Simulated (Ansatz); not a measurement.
Theory: DFT PBE, scalar-relativistic, plane waves, PAW in Ansatz. All cells share a 420 eV cutoff and Γ-centred k meshes spaced at most about 0.3 Å⁻¹ (about 0.25 or finer for metals, 2π included). No spin polarisation in the final relaxations.

These are static total energies at zero pressure. All come from trial cells, and lower structures may exist.

Problem. Order these relaxed structures of Sb by energy, lowest first, with the energy over the lowest of them.
A.

Space group P-3m1 (No. 164). a = 4.252 Å, b = 4.252 Å, c = 9.706 Å, α = 90.00°, β = 90.00°, γ = 120.00°
| atom | site | symmetry | x | y | z |
| --- | --- | --- | --- | --- | --- |
| Sb | 2c | 3m. | 0.0000 | 0.0000 | 0.7892 |
| Sb | 2d | 3m. | 0.3333 | 0.6667 | 0.6270 |

B.

Space group Pmmm (No. 47). a = 3.085 Å, b = 4.327 Å, c = 7.405 Å, α = 90.00°, β = 90.00°, γ = 90.00°
```tsv
atom	site	symmetry	x	y	z
Sb	2t	mm2	0.5000	0.5000	0.7941
Sb	1d	mmm	0.5000	0.0000	0.5000
```

C.

Space group P4_32_12 (No. 96). a = 8.448 Å, b = 8.448 Å, c = 4.268 Å, α = 90.00°, β = 90.00°, γ = 90.00°
```tsv
atom	site	symmetry	x	y	z
Sb	4a	..2	0.1227	0.1227	0.5000
Sb	4a	..2	0.7100	0.7100	0.5000
```

Solution. A (0 meV/atom), B (99 meV/atom), C (240 meV/atom). Forms: A P-3m1; B Pmmm; C P4_32_12. Counting all near atoms (those within 1.25 times the shortest such distance or 1.15 times the sum of covalent radii; a plus sign parts nearer from farther groups; a slash parts the counts of unlike sites): A has Sb 3/3+3; B has Sb 5/6; C has Sb 4/4+2.

Weakly bound directions are ill-defined at this level, which has no dispersion term (P-3m1), and this can change margins and order among such cells. These runs have no spin–orbit coupling, which can matter for Sb. Cells relaxed within their symmetry can be saddle points; a later kick test found a lower structure for Sb Pmmm. The part of the Crystallography Open Database at hand lists Sb in space groups No. 139, 166, 194, 221, 225 and others; no cell shown has one of them. Some structure types and database cells were kept out of the candidates from the start, so a known form may be missing.
